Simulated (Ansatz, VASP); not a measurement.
Two plane-wave programs on TiCo

```xyz
2
Lattice="2.9861 0.0000 0.0000 0.0000 2.9861 0.0000 0.0000 0.0000 2.9861" Properties=species:S:1:pos:R:3 pbc="T T T"
Ti   -0.0513    0.1101    0.1433
Co    1.9689    1.4978    1.1946
```

Alike in both runs: task single point; functional PBE; k mesh 4 × 4 × 4; occupations gaussian, width 0.1 eV; collinear spin.

|  | VASP | Ansatz |
| --- | --- | --- |
| version | VASP 6.6.1 | Ansatz 0.2.0 |
| potentials or method | VASP PAW PBE potentials, release 64 (Ti_sv, Co) | scalar-relativistic, plane waves, PAW |
| plane-wave cutoff (eV) | 520 | 420 |
| valence electrons in the cell | 21 | 29 |

VASP gave:

```
gap on the k mesh at the Fermi level (eV)                     : none
pressure (GPa)                                                : 23.6
largest component of the traceless stress (GPa)               : 11.36
rms of the force components (eV/Å)                            : 2.760
net moment per atom (μB)                                      : 0.13
size of the moment on the site where the two differ most (μB) : 0.28
```

Q: Which values does Ansatz return?

A: gap on the k mesh at the Fermi level (eV): none; pressure (GPa): 22.9; largest component of the traceless stress (GPa): 10.22; rms of the force components (eV/Å): 2.624; net moment per atom (μB): 0.13; size of the moment on the site where the two differ most (μB): 0.26.

Site moments also hang on the region over which each program counts them. Atom by atom the forces differ by 0.150 eV/Å (rms over components). A gap of «none» marks a metal or a gap that the smearing closes. With one functional, cell and mesh, what is left measures potentials, basis and numerics. The two sets of potentials don't hold the same shells in valence.

Caveats: the k mesh is coarse (spacing up to 0.53 Å⁻¹), so the values aren't converged; so large a pressure means that the cell lies far from this level's equilibrium, or that cutoff or potentials fall short (VASP); forces of over 1 eV/Å show positions far from the minimum, so gaps and moduli don't describe the material at rest.
